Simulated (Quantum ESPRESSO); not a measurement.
A run of Quantum ESPRESSO 7.5 is set up as follows.

File pw.in:

```
&CONTROL
  calculation = 'scf'
  prefix = 'pwscf'
  outdir = './tmp'
  pseudo_dir = './pseudo'
  tprnfor = .true.
  tstress = .true.
  disk_io = 'low'
/
&SYSTEM
  ibrav = 0
  A = 3.13955411
  nat = 1
  ntyp = 1
  ecutwfc = 65
  nbnd = 20
  occupations = 'smearing'
  smearing = 'mv'
  degauss = 0.01999163
/
&ELECTRONS
  conv_thr = 2d-10
  electron_maxstep = 120
  mixing_beta = 0.5
/
ATOMIC_SPECIES
Hf   178.4900 Hf_ONCV_PBE-1.2.upf
CELL_PARAMETERS alat
   0.0000000000    0.7071067808    0.7071067808
   0.7071067808    0.0000000000    0.7071067808
   0.7071067808    0.7071067808    0.0000000000
ATOMIC_POSITIONS alat
Hf     0.0000000000    0.0000000000    0.0000000000
K_POINTS automatic
10 10 10 0 0 0
```

File scf2.in:

```
&CONTROL
  calculation = 'scf'
  prefix = 'pwscf'
  outdir = './tmp'
  pseudo_dir = './pseudo'
  tprnfor = .true.
  tstress = .true.
  disk_io = 'low'
/
&SYSTEM
  ibrav = 0
  A = 3.13955411
  nat = 1
  ntyp = 1
  ecutwfc = 65
  nbnd = 20
  occupations = 'smearing'
  smearing = 'mv'
  degauss = 0.01999163
/
&ELECTRONS
  conv_thr = 1d-13
  electron_maxstep = 120
  mixing_beta = 0.5
  startingpot = 'file'
  startingwfc = 'file'
/
ATOMIC_SPECIES
Hf   178.4900 Hf_ONCV_PBE-1.2.upf
CELL_PARAMETERS alat
   0.0000000000    0.7071067808    0.7071067808
   0.7071067808    0.0000000000    0.7071067808
   0.7071067808    0.7071067808    0.0000000000
ATOMIC_POSITIONS alat
Hf     0.0000000000    0.0000000000    0.0000000000
K_POINTS automatic
10 10 10 0 0 0
```

The input ph.in:

```
phonons of Hf
&INPUTPH
  prefix = 'pwscf'
  outdir = './tmp'
  tr2_ph = 1d-16
  fildyn = 'dyn'
  niter_ph = 60
  alpha_mix(1) = 0.4
/
0.3535533906 0.3535533906 0.3535533906
```

Potentials or basis: SG15 PBE 1.2.

The run is started by

```console
$ OMP_NUM_THREADS=1 pw.x -in pw.in > pw.out
$ OMP_NUM_THREADS=1 pw.x -in scf2.in > scf2.out
$ OMP_NUM_THREADS=1 ph.x -in ph.in > ph.out
```

Q: Predict the highest phonon frequency at the q point run.

A: 101 cm⁻¹.

Q: Estimate the pressure.

A: 3.4 GPa.

Q: Estimate the band gap on the k mesh.

A: None (metal or under the smearing width).

Phonon modes at q = (0.500, 0.500, 0.500) in reciprocal lattice units:
```csv
mode,symmetry,cm⁻¹
1,E_u,67
2,E_u,67
3,A_2u,101
```

Caveat: the cell is more than 3 GPa from zero pressure, which shifts response properties. The run has no spin-orbit coupling, so splittings on Hf are missing.
